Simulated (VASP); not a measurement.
## VASP 6.6.1 run: SiC

INCAR

```
LASPH = .TRUE.
ISIF = 2
NELM = 51
NSW = 0
LCHARG = .FALSE.
ALGO = Normal
ISMEAR = -1
NBANDS = 11
PREC = Accurate
LREAL = Auto
GGA = 91
IBRION = -1
SIGMA = 0.02
LWAVE = .FALSE.
EDIFF = 1E-7
ENCUT = 520
```

KPOINTS

```
KPOINTS created by Atomic Simulation Environment
0
Gamma
10 10 10
0 0 0
```

POSCAR

```
Si C
 1.0000000000000000
     0.0000000000000000    2.2651744451000000    2.2651744451000000
     2.2651744451000000    0.0000000000000000    2.2651744451000000
     2.2651744451000000    2.2651744451000000    0.0000000000000000
 Si  C
   1   1
Cartesian
  0.0000000000000000  0.0000000000000000  0.0000000000000000
  1.1325872225500000  1.1325872225500000  1.1325872225500000
```

The recommended PBE PAW datasets give the neutral cell 8 valence electrons.

Command

```
mpirun -np 1 vasp_std
```

OSZICAR

```
N       E                     dE             d eps       ncg     rms          rms(c)
DAV:   1     0.383894520488E+01    0.38389E+01   -0.37466E+03  1098   0.598E+02
DAV:   2    -0.158651497519E+02   -0.19704E+02   -0.18828E+02  1349   0.108E+02
DAV:   3    -0.165514824131E+02   -0.68633E+00   -0.68486E+00  1294   0.164E+01
DAV:   4    -0.165547759636E+02   -0.32936E-02   -0.32933E-02  1186   0.138E+00
DAV:   5    -0.165547933346E+02   -0.17371E-04   -0.17371E-04  1259   0.935E-02    0.767E+00
DAV:   6    -0.149711787154E+02    0.15836E+01   -0.66152E+00  1154   0.109E+01    0.321E+00
DAV:   7    -0.149513041682E+02    0.19875E-01   -0.26694E-01  1238   0.307E+00    0.157E+00
DAV:   8    -0.149433222229E+02    0.79819E-02   -0.19494E-02  1181   0.910E-01    0.166E-01
DAV:   9    -0.149432772281E+02    0.44995E-04   -0.19625E-03  1341   0.232E-01    0.106E-01
DAV:  10    -0.149433744043E+02   -0.97176E-04   -0.26943E-04  1156   0.953E-02    0.265E-02
DAV:  11    -0.149433758237E+02   -0.14194E-05   -0.48490E-05  1232   0.339E-02    0.752E-03
DAV:  12    -0.149433763347E+02   -0.51103E-06   -0.20832E-06  1196   0.860E-03    0.104E-03
DAV:  13    -0.149433763541E+02   -0.19364E-07   -0.86161E-08   814   0.184E-03
   1 F= -.14943376E+02 E0= -.14943376E+02  d E =-.382515E-12
```

Standard output (part)

```
POSCAR found type information on POSCAR SiC
 POSCAR found :  2 types and       2 ions
|     You have a (more or less) 'small supercell' and for smaller cells       |
|     it is recommended to use the reciprocal-space projection scheme!        |
|     The real-space optimization is not efficient for small cells and it     |
|     is also less accurate ...                                               |
|     Therefore, set LREAL=.FALSE. in the INCAR file.                         |
 LDA part: xc-table for (Slater(with rela. corr.)+CA(PZ))
 , standard interpolation
 POSCAR, INCAR and KPOINTS ok, starting setup
 WAVECAR not read
 entering main loop
```

From OUTCAR

```
k-points           NKPTS =     47   k-points in BZ     NKDIM =     47   number of bands    NBANDS=     11

   NELECT =       8.0000    total number of electrons

   dimension x,y,z NGX =    24 NGY =   24 NGZ =   24
   dimension x,y,z NGXF=    48 NGYF=   48 NGZF=   48

  energy-cutoff  :      520.00
  volume of cell :       23.25
      direct lattice vectors                 reciprocal lattice vectors
     0.000000000  2.265174445  2.265174445    -0.220733551  0.220733551  0.220733551
     2.265174445  0.000000000  2.265174445     0.220733551 -0.220733551  0.220733551
     2.265174445  2.265174445  0.000000000     0.220733551  0.220733551 -0.220733551

 k-points in reciprocal lattice and weights: KPOINTS created by Atomic Simulation Env
   0.00000000  0.00000000  0.00000000       0.001
   0.10000000  0.00000000  0.00000000       0.008
   0.20000000  0.00000000  0.00000000       0.008
   0.30000000  0.00000000  0.00000000       0.008
   0.40000000  0.00000000  0.00000000       0.008
   0.50000000  0.00000000  0.00000000       0.004
   0.10000000  0.10000000  0.00000000       0.006
   0.20000000  0.10000000  0.00000000       0.024
   ...

 E-fermi :   7.2645

 k-point     1 :       0.0000    0.0000    0.0000
  band No.  band energies     occupation
      1      -7.6880      2.00000
      2       6.8089      2.00000
      3       6.8089      2.00000
      4       6.8089      2.00000
      5      11.7041      0.00000
      6      13.3580      0.00000
      7      13.3580      0.00000
      8      13.3580      0.00000
      9      20.6980      0.00000
     10      20.6980      0.00000
     11      21.5637      0.00000

 k-point     2 :       0.1000    0.0000    0.0000
  band No.  band energies     occupation
      1      -7.5105      2.00000
      2       5.8113      2.00000
      3       6.6790      2.00000
      4       6.6790      2.00000
      5      12.0975      0.00000
      6      13.5196      0.00000
      7      13.5844      0.00000
      8      13.5844      0.00000
      9      19.8436      0.00000
     10      19.8436      0.00000
     11      21.9637      0.00000

 k-point     3 :       0.2000    0.0000    0.0000
  band No.  band energies     occupation
      1      -6.9869      2.00000
      2       3.8022      2.00000
      3       6.3815      2.00000
      4       6.3815      2.00000
      5      11.9871      0.00000
      6      13.9621      0.00000
      7      13.9621      0.00000
      8      14.5635      0.00000
      9      19.2085      0.00000
     10      19.2085      0.00000
     11      21.3109      0.00000

 k-point     4 :       0.3000    0.0000    0.0000
  band No.  band energies     occupation
      1      -6.1551      2.00000
      2       1.6628      2.00000
      3       6.0754      2.00000
      4       6.0754      2.00000
      5      11.6015      0.00000
      6      13.9667      0.00000
      7      13.9667      0.00000
      8      15.6485      0.00000
      9      19.8432      0.00000
     10      19.8432      0.00000
     11      20.9029      0.00000

 k-point     5 :       0.4000    0.0000    0.0000
  band No.  band energies     occupation
      1      -5.1477      2.00000
      2      -0.1960      2.00000
      3       5.8632      2.00000
      4       5.8632      2.00000
      5      11.3267      0.00000
      6      13.7159      0.00000
      7      13.7159      0.00000
      8      16.1414      0.00000
      9      21.2891      0.00000
     10      21.5037      0.00000
     11      21.5037      0.00000

 ...

  Total       -2.5315840     -2.5315840     -2.5315840      0.0000000     -0.0000000      0.0000000
  in kB     -174.4889685   -174.4889685   -174.4889685      0.0000000     -0.0000000      0.0000000
  external PRESSURE =    -174.4889685 kB  Pullay stress =       0.0000000 kB

 POSITION                                       TOTAL-FORCE (eV/Angst)
 -----------------------------------------------------------------------------------
      0.00000      0.00000      0.00000        -0.000000      0.000000      0.000000
      1.13259      1.13259      1.13259         0.000000     -0.000000     -0.000000
 -----------------------------------------------------------------------------------
    total drift:                                0.000000      0.000000      0.000000

  FREE ENERGIE OF THE ION-ELECTRON SYSTEM (eV)
  ---------------------------------------------------
  free  energy   TOTEN  =       -14.9433763541 eV

  energy  without entropy=      -14.9433763541  energy(sigma->0) =      -14.94337635
```

It converged. Results: gap between bands v and c on the k mesh 1.48 eV; least direct gap on the k mesh 4.44 eV; pressure -17.4 GPa. Band v is the last that the valence electrons fill when counted band by band, and c is the next.

For comparison, a separate PBE run of the intended cell, on usual settings and not on those above, gives a gap of 1.45 eV on its mesh and a pressure of -17.6 GPa.

The run above took about 9 s on one core of a shared host (Intel Xeon Platinum 8488C) and held 0.13 GiB at most.
